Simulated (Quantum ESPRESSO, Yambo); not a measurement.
# A GW chain in Yambo: PbSe (Clausthalite), part 2 of 3

Aim: the G0W0 gap of PbSe (Clausthalite) on PBE, step by step.

Quantum ESPRESSO 7.5 and Yambo 5.3.0; PBE and many-body steps on it, plane waves. Known limits of the many-body steps: not at the basis limit; model gap, bands may invert with spin-orbit coupling; no spin-orbit coupling; coarse k mesh.

So far. Step 2 (Ground state): The gap is direct, at (0.000, 0.000, -0.500). Step 3 (Bands along the symmetry lines): The gap is 0.298 eV, as in the run before at this level.

### 4. Empty states on the mesh, 4×4×4 mesh, 107 bands

Level of this step: DFT, PBE, plane waves, norm-conserving pseudopotentials (Quantum ESPRESSO).

The sums over transitions need many empty states on a uniform mesh; this step solves for them.

Contents of pw.in:

```
&control
  calculation = 'nscf'
  prefix = 'x'
  outdir = 'o'
  pseudo_dir = 'pseudo'
/
&system
  ibrav = 0
  nat = 2
  ntyp = 2
  ecutwfc = 104.0
  nbnd = 107
  force_symmorphic = .true.
/
&electrons
  conv_thr = 1e-9
  electron_maxstep = 80
  diago_full_acc = .true.
  diago_thr_init = 5e-6
/
ATOMIC_SPECIES
  Pb 207.2 Pb.upf
  Se 78.971 Se.upf
CELL_PARAMETERS angstrom
  -0.0000000000 3.0606500000 3.0606500000
  3.0606500000 -0.0000000000 3.0606500000
  3.0606500000 3.0606500000 -0.0000000000
ATOMIC_POSITIONS crystal
  Pb 0.0000000000 0.0000000000 0.0000000000
  Se 0.5000000000 0.5000000000 0.5000000000
K_POINTS automatic
  4 4 4 0 0 0
```

Run with:

```bash
$ OMP_NUM_THREADS=1 mpirun -n 4 pw.x -nk 4 -in pw.in > pw.out
```

Output:

```text
[banner, memory and clock lines left out]
Program PWSCF v.7.5 starts

     Atomic positions and unit cell read from directory:
     o/x.save/

     Message from routine setup:
     using ibrav=0 with symmetry is DISCOURAGED, use correct ibrav instead

     G-vector sticks info

     bravais-lattice index     =            0
     lattice parameter (alat)  =       8.1795  a.u.
     unit-cell volume          =     386.9614 (a.u.)^3
     number of atoms/cell      =            2
     number of atomic types    =            2
     number of electrons       =        46.00
     number of Kohn-Sham states=          107
     kinetic-energy cutoff     =     104.0000  Ry
     charge density cutoff     =     416.0000  Ry
     Exchange-correlation= PBE
                           (   1   4   3   4   0   0   0)

     celldm(1)=   8.179515  celldm(2)=   0.000000  celldm(3)=   0.000000
     celldm(4)=   0.000000  celldm(5)=   0.000000  celldm(6)=   0.000000

     crystal axes: (cart. coord. in units of alat)
               a(1) = (  -0.000000   0.707107   0.707107 )
               a(2) = (   0.707107  -0.000000   0.707107 )
               a(3) = (   0.707107   0.707107  -0.000000 )

     reciprocal axes: (cart. coord. in units 2 pi/alat)
               b(1) = ( -0.707107  0.707107  0.707107 )
               b(2) = (  0.707107 -0.707107  0.707107 )
               b(3) = (  0.707107  0.707107 -0.707107 )
     Pseudo is Norm-conserving + core correction, Zval = 22.0
     Generated using ONCVPSP code by D. R. Hamann
     Using radial grid of 1692 points,  7 beta functions with:
     Pseudo is Norm-conserving + core correction, Zval = 24.0
     Generated using ONCVPSP code by D. R. Hamann
     Using radial grid of 1214 points,  6 beta functions with:
     Pb               22.00   207.20000     Pb( 1.00)
     Se               24.00    78.97100     Se( 1.00)

     48 Sym. Ops., with inversion, found

   Cartesian axes

     site n.     atom                  positions (alat units)
         1        Pb     tau(   1) = (   0.0000000   0.0000000   0.0000000  )
         2        Se     tau(   2) = (   0.7071068   0.7071068   0.7071068  )

     number of k points=     8
                       cart. coord. in units 2pi/alat
        k(    1) = (   0.0000000   0.0000000   0.0000000), wk =   0.0312500
        k(    2) = (   0.1767767   0.1767767  -0.1767767), wk =   0.2500000
        k(    3) = (  -0.3535534  -0.3535534   0.3535534), wk =   0.1250000
[...]
k(    7) = (  -0.7071068   0.0000000   0.0000000), wk =   0.0937500
        k(    8) = (  -0.7071068   0.3535534   0.0000000), wk =   0.1875000

     Dense  grid:    55369 G-vectors     FFT dimensions: (  54,  54,  54)

     The potential is recalculated from file :
     o/x.save/charge-density

     Starting wfcs are   26 randomized atomic wfcs +   81 random wfcs

     Band Structure Calculation

     End of band structure calculation

          k = 0.0000 0.0000 0.0000 (  6879 PWs)   bands (ev):

  -196.7043-136.1826-136.1826-136.1826-128.8480 -70.5359 -70.5359 -70.5359
   -36.3531 -36.3531 -36.3512 -36.3512 -36.3512  -5.9442  -5.9442  -5.9442
    -5.9404  -5.9404  -2.6984   4.5885   9.0191   9.0191   9.0191  15.6108
    15.6108  15.6108  17.4276  17.4276  17.4276  19.0868  19.2724  19.9170
[...]
77.4728  77.4728  77.4728

          k = 0.1768 0.1768-0.1768 (  6916 PWs)   bands (ev):

  -196.7043-136.1826-136.1826-136.1826-128.8480 -70.5359 -70.5359 -70.5359
[...]
76.8465  78.8452  78.8452

          k =-0.3536-0.3536 0.3536 (  6934 PWs)   bands (ev):

  -196.7043-136.1826-136.1826-136.1826-128.8480 -70.5360 -70.5359 -70.5359
[...]
65.8415  66.1852  67.2631  67.2631  69.1512  69.1512  70.7849  71.0787
    71.0787  71.6820  72.8257  73.3405  73.9001  73.9001  73.9739  74.8332
    74.8332  76.8727  76.8727

          k = 0.3536 0.0000 0.0000 (  6971 PWs)   bands (ev):

     [... further k-points ...]

     highest occupied, lowest unoccupied level (ev):    10.8961   11.1937

     XML data file, pseudopotentials, collected wavefunctions
```

It took 11 s on 4 MPI ranks of Arm Neoverse V2, shared host; peak memory 0.49 GiB; 44 s of CPU time.

This step gave:

```yaml
gap: 0.2975 eV
k_of_the_valence_top: 0, 0, -0.5
k_of_the_conduction_bottom: 0, 0, -0.5
least_direct_gap: 0.2975 eV
k_points_computed: 8
lowest_point_of_the_top_converged_band_above_the_valence_top: 65.0102 eV
```

On this mesh the gap is 0.298 eV.

### 5. Conversion and set-up

This step: Yambo 5.3.0; conversion and set-up on PBE, plane waves, norm-conserving pseudopotentials.

The states are converted to the many-body program's format and the q mesh is built.

Run with:

```bash
$ (cd o/x.save; p2y > p2y.log; mv SAVE ../..); yambo > setup.log
```

Output:

```text
 Yambo, version 5.3.0

 [02] CORE Variables Setup
 =========================

  [02.01] Unit cells
  ==================

  Cell kind             :  FCC
  Atoms in the cell     :  Pb  Se
  number of Pb atoms    :  1
  number of Se atoms    :  1

  List of atomic masses
  Mass of Pb    :  207.2000
  Mass of Se    :  78.97100

  List of atomic coordinates    : [cc]
  Pb1       :  0.000000  0.000000  0.000000  order 1
  Se1       :  5.783790  5.783790  5.783790  order 2

  Alat factors          :  5.783790  5.783790  5.783790 [a.u.]
  Direct lattice volume :  386.9614 [a.u.]
  Direct lattice vectors:  A[ 1 ]  A[ 2 ]  A[ 3 ]
   A[ 1 ]: -0.000000  1.000000  1.000000  [iru]
  -0.000000  5.783790  5.783790  [cc]
   A[ 2 ]:  1.000000 -0.000000  1.000000  [iru]
   5.783790 -0.000000  5.783790  [cc]
   A[ 3 ]:  1.000000  1.000000 -0.000000  [iru]
   5.783790  5.783790 -0.000000  [cc]

  Recip. lattice volume :  0.641021 [a.u.]
  Recip. lattice vectors:  B[ 1 ]  B[ 2 ]  B[ 3 ]
   B[ 1 ]: -0.500000  0.500000  0.500000  [iku]
  -0.543172  0.543172  0.543172  [cc]
   B[ 2 ]:  0.500000 -0.500000  0.500000  [iku]
   0.543172 -0.543172  0.543172  [cc]
   B[ 3 ]:  0.500000  0.500000 -0.500000  [iku]
   0.543172  0.543172 -0.543172  [cc]

  [02.02] Symmetries
  ==================

  Inversion symmetry    : yes
  Spatial inversion     : yes
  Inversion index       :  25
  K-space Time-reversal : no
  Magnetic symmetries   : no
  Group table correct   : yes
  Symmetries units      :  [cc]

   [S  1]:   1.0000      0.41101E-17  0.41101E-17  0.41101E-17   1.0000     -0.41101E-17 -0.41101E-17 -0.41101E-17   1.0000
   [S  2]:  -1.0000     -0.41101E-17  0.41101E-17 -0.41101E-17  -1.0000     -0.41101E-17  0.41101E-17  0.41101E-17   1.0000
   [S  3]:  -1.0000      0.41101E-17 -0.41101E-17 -0.41101E-17   1.0000      0.41101E-17  0.41101E-17 -0.41101E-17  -1.0000
[...]
[... 36 further rows ...]
   [S 47]:  0.41101E-17   1.0000     -0.41101E-17 -0.41101E-17  0.41101E-17  -1.0000       1.0000     -0.41101E-17  0.41101E-17
   [S 48]:  0.41101E-17  -1.0000      0.41101E-17 -0.41101E-17 -0.41101E-17   1.0000       1.0000      0.41101E-17 -0.41101E-17

  [02.03] Reciprocal space
  ========================

  nG shells         :   472
  nG charge         :   55369
  nG WFs            :   8054
  nC WFs            :   6971
  G-vecs. in first 47 shells:  [ Number ]
     1    9   15   27   51   59   65   89  113
    137   169   181   229   259   283   307   331   339
    387   411   459   531   537   561   609   645   701
[...]
1639  1687
  ...
  Shell energy in first 47 shells:  [ mHa ]
[...]
11211.4      11801.4      12244.0      12391.5      12981.6      13424.1      14161.7      14604.3      14751.8
    15341.9      15784.4      15931.9      16964.6      17112.1      17702.1      18144.7      18882.3      19324.8
[...]
BZ  K-points                                      :   64

  K/Q-points units:
  rlu = crystal or reduced units; cc = cartesian coordinates; iku = interal k-units

  K [1]          [rlu]:  0.000000  0.000000  0.000000
         WF components:   6879
  K [2]          [rlu]: -0.51579E-17 -0.51579E-17  0.25000
         WF components:   6916
  K [3]          [rlu]:  0.10316E-16  0.10316E-16 -0.50000
         WF components:   6934
  K [4]          [rlu]:  0.93036E-17  0.25000      0.25000
         WF components:   6971
  K [5]          [rlu]:  0.15474E-16  0.25000     -0.50000
         WF components:   6928
  [... 2 further k-points ...]
  K [8]          [rlu]:  0.250000 -0.500000 -0.250000
         WF components:   6892

  [02.05] Energies & Occupations
  ==============================

  [X] === General ===
  [X] Electronic Temperature                        :  0.000000  0.000000 [eV K]
  [X] Bosonic    Temperature                        :  0.000000  0.000000 [eV K]
  [X] Finite Temperature mode                       : no
  [X] El. density                                   :  0.80221E+24 [cm-3]
  [X] Fermi Level                                   :  10.89615 [eV]

  [X] === Gaps and Widths ===
  [X] Conduction Band Min                           :  0.297510 [eV]
  [X] Valence Band Max                              :  0.000000 [eV]
  [X] Filled Bands                                  :  23
  [X] Empty Bands                                   :   24  107
  [X] Direct Gap                                    :  0.297510 [eV]
  [X] Direct Gap localized at k                     :  3
  [X] Indirect Gap                                  :  0.297510 [eV]
  [X] Indirect Gap between kpts                     :  3  3
  [X] Last valence band width                       :  3.231584 [eV]
  [X] 1st conduction band width                     :  4.417137 [eV]

  E @ K [1]:  [eV]
  -207.6005 -147.0788 -147.0788 -147.0788 -139.7441  -81.4321  -81.4321  -81.4321
  -47.24929 -47.24929 -47.24735 -47.24735 -47.24735 -16.84039 -16.84039 -16.84039
  -16.83650 -16.83650 -13.59457  -6.30763  -1.87707  -1.87707  -1.87707   4.71465
[...]
occ @ K [1]
[...]
E @ K [2]:  [eV]
[...]
occ @ K [2]
[...]
E @ K [3]:  [eV]
[...]
occ @ K [3]
[...]
E @ K [4]:  [eV]
[...]
occ @ K [4]
[...]
E @ K [5]:  [eV]
[...]
occ @ K [5]
[...]
[... 2 further k-points ...]
  E @ K [8]:  [eV]
[...]
occ @ K [8]
[...]
0.000000  0.000000  0.000000  0.000000  0.000000  0.000000  0.000000  0.000000
   0.000000  0.000000  0.000000  0.000000  0.000000  0.000000  0.000000  0.000000

 [03] Transferred momenta grid and indexing
 ==========================================

 IBZ Q-points                                      :   8
 BZ  Q-points                                      :   64

 K/Q-points units:
 rlu = crystal or reduced units; cc = cartesian coordinates; iku = interal k-units

 Q [1]          [rlu]:  0.000000  0.000000  0.000000
 Q [2]          [rlu]: -0.51579E-17 -0.51579E-17  0.25000
 Q [3]          [rlu]:  0.10316E-16  0.10316E-16 -0.50000
[...]
Q [7]          [rlu]: -0.18607E-16 -0.50000     -0.50000
 Q [8]          [rlu]:  0.250000 -0.500000 -0.250000

  [03.01] X indexes
  =================

   [03.01.01] Sigma indexes
   ========================

 [06] Game Over & Game summary
```

Elapsed: 3 s, on 1 MPI rank; peak memory 0.26 GiB.

(Part 2 of 3 ends here.)

[Paths, hosts, dates, memory and timing lines, banners, echoed tables and standing remarks are left out of the program output.]

[Logs are printed without paths, hosts, clocks, repeated set-up lines and the standing remarks that a program may print on its own settings, such as how far it seeks lower states.]

[Runs of the session that timed out or met a known fault of the program may be left out.]

[Hosts, paths, dates, database ids (printed as entryN), source tags and the programs' standing remarks are cut or masked in the printed files.]
